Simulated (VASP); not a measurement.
Input of a VASP 6.6.1 run:

Contents of INCAR:

```
  ALGO = Normal
  EDIFF = 1E-7
  EDIFFG = -0.005
  ENCUT = 600
  IBRION = 2
  ISIF = 3
  ISMEAR = 0
  KPAR = 2
  LASPH = True
  LCHARG = False
  LREAL = False
  LWAVE = False
  NELM = 80
  NSW = 90
  PREC = Accurate
  SIGMA = 0.03
```

The input KPOINTS:

```
k-points
0
Gamma
  8 8 8
```

The input POSCAR:

```
PbF2                                    
1.0
    0.0000000000      2.9048332822      2.9048332822
    2.9048332822      0.0000000000      2.9048332822
    2.9048332822      2.9048332822      0.0000000000
  Pb              F             
     1     2
Direct
     0.0000000000000000    0.0000000000000000    0.0000000000000000
     0.2500000000000000    0.2500000000000000    0.2500000000000000
     0.7500000000000000    0.7500000000000000    0.7500000000000000
```

Potentials or basis: VASP PAW LDA potentials, release 64 (Pb_d, F).

The run is started by

```console
$ cat potpaw_LDA.64/Pb_d/POTCAR potpaw_LDA.64/F/POTCAR > POTCAR
$ mpirun -np 2 vasp_std > vasp.out
```

Problem. Predict the space group after relaxing (to 0.05 Å).

Solution. Fm-3m (No. 225).

Problem. Estimate the relaxed cell.

Solution. a = 4.109 Å, b = 4.109 Å, c = 4.109 Å, α = 60.00°, β = 60.00°, γ = 60.00°.

Problem. Estimate the relaxed volume.

Solution. 16.36 Å³/atom.

Final structure:
```
CELL_PARAMETERS angstrom
0.00000 2.90573 2.90573
2.90573 0.00000 2.90573
2.90573 2.90573 0.00000
ATOMIC_POSITIONS crystal
Pb 0.00000 0.00000 0.00000
F 0.25000 0.25000 0.25000
F 0.75000 0.75000 0.75000
```
